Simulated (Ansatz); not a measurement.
# MgTe: the cost of one run

Computed with Ansatz 0.2.0 (DFT r²SCAN, scalar-relativistic, plane waves, PAW, unless a step's input says otherwise).

3 further runs of the same task are left out: 3 set aside as unsound or not needed.

### Step 1. The structure to begin with

Symmetry: P6_3mc, No. 186, hexagonal system. Conventional cell: a = 4.532 Å, b = 4.532 Å, c = 7.422 Å, α = 90.00°, β = 90.00°, γ = 120.00°. Mg (site symmetry 3m) has 4 Te at 2.78 Å as nearest neighbours. Around Te (site symmetry 3m) lie 4 Mg at 2.78 Å.

Coordinates:

```xyz
4
Lattice="4.5317 0.0000 0.0000 -2.2659 3.9246 0.0000 0.0000 0.0000 7.4220" Properties=species:S:1:pos:R:3 pbc="T T T"
Mg    2.2659    1.3082    0.0000
Mg    0.0000    2.6164    3.7110
Te    2.2659    1.3082    4.6402
Te    0.0000    2.6164    0.9292
```

The cell is the measured one, not relaxed. At r²SCAN, an earlier run found 0.95 GPa for this cell of 33.001 Å³/atom (10×10×6 mesh), gap on the mesh 3.27 eV.

### Step 2. Bands on a fine mesh

Input file input.yaml:

```yaml
crystal:
  lattice:
    - [4.5317478163, 0.0, 0.0]
    - [-2.2658739082, 3.9246087325, 0.0]
    - [0.0, 0.0, 7.4219566154]
  atoms:
    - { symbol: Mg, position: [0.6666666667, 0.3333333333, 0.0] }
    - { symbol: Mg, position: [0.3333333333, 0.6666666667, 0.5] }
    - { symbol: Te, position: [0.6666666667, 0.3333333333, 0.6252] }
    - { symbol: Te, position: [0.3333333333, 0.6666666667, 0.1252] }
basis:
  ecutwfc: 500
  ecutrho_ratio: 4
kpoints:
  mp_grid: { grid: [10, 10, 6] }
hamiltonian:
  xc: r2scan
scf:
  occupations: { method: gaussian, width: 0.05 }
output:
  forces: true
  stress: true
  eigenvalues: true
  eigenstates:
    nscf_kmesh: { grid: [12, 12, 6] }
    de_dk: true
    e_range: [-2.5, 5.766711101956]
  write_density: true
  write_potential: true
  elf: true
  volumetric_format: npy
```

Run with:

```sh
$ ansatz run input.yaml --threads 4 --pin off --max-ram 9216MiB --backend cpu --events-out ev --progress --plain --runs-dir out
```

What time and memory should one allow on 4 threads of Intel Xeon Platinum 8259CL at 2.50GHz (Skylake/Cascade Lake), shared host?

About 21 s, with a peak of 0.92 GiB.
